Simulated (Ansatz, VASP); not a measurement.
# InP: VASP beside Ansatz

```
In P
1.0
     0.00000    2.73107    2.73107
     2.73107    0.00000    2.73107
     2.73107    2.73107    0.00000
In P
1 1
Direct
  0.00000 0.00000 0.00000
  0.50000 0.50000 0.50000
```

Alike in both runs: functional PBEsol; k mesh 14 × 14 × 14; occupations fermi-dirac, width 0.15 eV; no spin polarisation.

Ansatz relaxed the structure, and its values are those at the end. VASP's run is a single point on that final structure, the one shown.

|  | VASP | Ansatz |
| --- | --- | --- |
| version | VASP 6.6.1 | Ansatz 0.2.0 |
| potentials or method | VASP PAW PBE potentials, release 64 (In_d, P) | scalar-relativistic, plane waves, PAW |
| plane-wave cutoff (eV) | 520 | 420 |
| valence electrons in the cell | 18 | 18 |

|  | VASP | Ansatz | Ansatz less VASP |
| --- | --- | --- | --- |
| gap on the k mesh at the Fermi level (eV) | none | none | - |
| pressure (GPa) | 0.0 | 0.0 | -0.03 |

A gap of «none» marks a metal or a gap that the smearing closes. With one functional, cell and mesh, what is left measures potentials, basis and numerics.

Caveats: the PAW data sets were made with another functional, which shifts forces and pressure a little (VASP).
